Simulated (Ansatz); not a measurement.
A run of Ansatz 0.2.0:

File input.yaml:

```yaml
crystal:
  lattice: { a: 4.73, b: 4.73, c: 4.73, alpha: 90.0, beta: 90.0, gamma: 90.0 }
  space_group: 225
  reduce_to_primitive: true
  atoms:
    - { symbol: Zr, wyckoff: "4b", position: [0.5, 0.0, 0.0] }
    - { symbol: C, wyckoff: "4a", position: [0.0, 0.0, 0.0] }
hamiltonian:
  xc: revpbe
  pseudopotentials: { kind: nc_fr }
magnetization:
  noncollinear: true
  spin_orbit: true
kpoints:
  mp_grid: { grid: [10, 10, 10] }
scf:
  occupations: { method: fermi_dirac, width: 0.1 }
  n_extra_bands: 6
output:
  forces: true
  stress: true
  eigenvalues: true
  dos: { projected: false, de: 0.05, nscf_kmesh: { grid: [15, 15, 15] } }
  write_density: true
  write_potential: true
  elf: true
  volumetric_format: npy
```

Potentials or basis: PseudoDojo standard (PBE files).

Run with:

```sh
$ ansatz run input.yaml --threads 1 --pin off --max-ram 2560MiB --backend cpu --events-out ev --progress --plain --runs-dir out
```

Hardware: 1 thread of Intel(R) Xeon(R) 6975P-C (Granite Rapids), on a shared host.

Task: How long does it take, and how much memory?

Result: It took 19 s on 1 thread of Intel(R) Xeon(R) 6975P-C (Granite Rapids), with other jobs on the host, peak memory 0.62 GiB. Counts: scf iterations 7, plane waves 2229, k points 47, bands 22.
